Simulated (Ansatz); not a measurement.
**What a change of settings does to a run on Ca**

The cell is a measured one (Crystallography Open Database entry 9011033); the temperature and pressure of the measurement aren't taken into account, and nothing was relaxed.

First run: DFT, r2SCAN, PAW with Ansatz's default frozen-core files, scalar-relativistic (Ansatz 0.2.0).

Command: `ansatz run input.yaml --threads 1 --pin off --max-ram 2048MiB --backend cpu --events-out ev --progress --plain --runs-dir out` The run took 5.3 s on 1 thread of Arm Neoverse V1 (shared host), peak memory 0.4 GiB.

```yaml
crystal:
  lattice:
    - [0.0, 2.7942, 2.7942]
    - [2.7942, 0.0, 2.7942]
    - [2.7942, 2.7942, 0.0]
  atoms:
    - { symbol: Ca, position: [0.0, 0.0, 0.0] }
kpoints:
  mp_grid: { grid: [11, 11, 11] }
  band_path:
    path:
      - [0.0, 0.0, 0.0]
      - [0.5, 0.0, 0.5]
      - [0.625, 0.25, 0.625]
      - [0.375, 0.375, 0.75]
      - [0.0, 0.0, 0.0]
      - [0.5, 0.5, 0.5]
      - [0.5, 0.25, 0.75]
      - [0.5, 0.0, 0.5]
    npoints: 5
scf:
  occupations: { method: fermi_dirac, width: 0.05 }
hamiltonian:
  xc: r2scan
  pseudopotentials: { kind: paw }
output:
  forces: true
  stress: true
  eigenvalues: true
  efg: { contact_densities: true }
```

Result: converged; pressure -0.20 GPa; no gap on the k mesh; 6 SCF iterations.

A second input differs as follows:

```diff
@@ -21,4 +21,6 @@
 scf:
   occupations: { method: fermi_dirac, width: 0.05 }
+  mixing_beta: 0.3
+  max_iter: 80
 hamiltonian:
   xc: r2scan
```

What is wrong with it, and what does the program do?

The fault is a keyword of another program. The run refused before any iteration. The log ends:
```
22 |   occupations: { method: fermi_dirac, width: 0.05 }
23 |   mixing_beta: 0.3
   |   ^ unknown field `mixing_beta`, expected one of max_iter, algorithm, n_extra_bands, self_checks, convergence, lower_state_search, omitted_lower_state_checks, lower_solution_reach, mixing, occupations, eigensolver, initial_density, exx
24 |   max_iter: 80
25 | hamiltonian:
   |
```
